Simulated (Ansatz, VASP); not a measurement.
**AlNi in VASP and in Ansatz**

The input INCAR:

```
SYSTEM = AlNi
  ALGO = Fast
  DIPOL = 0.5 0.5 0.500
  EDIFF = 1E-6
  ENCUT = 520
  GGA = PE
  IDIPOL = 3
  ISIF = 2
  ISMEAR = 0
  LASPH = .True.
  LCHARG = .False.
  LDIPOL = .True.
  LREAL = .False.
  LWAVE = .False.
  NBANDS = 28
  NELM = 100
  PREC = Accurate
  SIGMA = 0.1
```

File KPOINTS:

```
k-points
0
Gamma
  12 9 1
  0 0 0
```

The input POSCAR:

```
AlNi
1.0
    2.8930835185      0.0000000000      0.0000000000
    0.0000000000      4.0914379490      0.0000000000
    0.0000000000      0.0000000000     19.0914379490
Al Ni
3 3
Direct
    0.0000000000      0.5000000000      0.3928462602
    0.0000000000      0.0000000000      0.5000000000
    0.0000000000      0.5000000000      0.6071537398
    0.5000000000      0.0000000000      0.3928462602
    0.5000000000      0.5000000000      0.5000000000
    0.5000000000      0.0000000000      0.6071537398
```

Input for Ansatz:

```yaml
crystal:
  lattice:
    - [2.8930835185, 0.0, 0.0]
    - [0.0, 4.091437949, 0.0]
    - [0.0, 0.0, 19.091437949]
  atoms:
    - { symbol: Al, position: [0.0, 0.5, 0.3928462602] }
    - { symbol: Ni, position: [0.5, 0.0, 0.3928462602] }
    - { symbol: Al, position: [0.0, 0.0, 0.5] }
    - { symbol: Ni, position: [0.5, 0.5, 0.5] }
    - { symbol: Al, position: [0.0, 0.5, 0.6071537398] }
    - { symbol: Ni, position: [0.5, 0.0, 0.6071537398] }
basis:
  ecutwfc: 420
kpoints:
  mp_grid: { grid: [12, 9, 1] }
hamiltonian:
  xc: pbe
scf:
  occupations: { method: gaussian, width: 0.1 }
output:
  forces: true
  stress: true
  eigenvalues: true
  write_density: true
  write_potential: true
  elf: true
  volumetric_format: npy
efield:
  axis: 3
  dipole_correction: true
```

Alike in both runs: task single point; functional PBE; k mesh 12 × 9 × 1; occupations gaussian, width 0.1 eV; no spin polarisation.

|  | VASP | Ansatz |
| --- | --- | --- |
| version | VASP 6.6.1 | Ansatz 0.2.0 |
| potentials or method | VASP PAW PBE potentials, release 64 (Al, Ni) | scalar-relativistic, plane waves, PAW |
| plane-wave cutoff (eV) | 520 | 420 |
| valence electrons in the cell | 39 | 63 |

|  | VASP | Ansatz | Ansatz less VASP |
| --- | --- | --- | --- |
| gap on the k mesh at the Fermi level (eV) | none | none | - |
| rms of the force components (eV/Å) | 0.260 | 0.267 | +0.0070 |
| work function, face that differs most (eV) | 4.84 | 4.91 | +0.067 |

A gap of «none» marks a metal or a gap that the smearing closes. The functional is the same, so the differences come from potentials, cutoffs and numerics. The two sets of potentials don't hold the same shells in valence. Ansatz warned: «xc_potential_rough_in_thin_density».

Spin polarisation is off, so any magnetic state and its effect on volume and gap are missing.
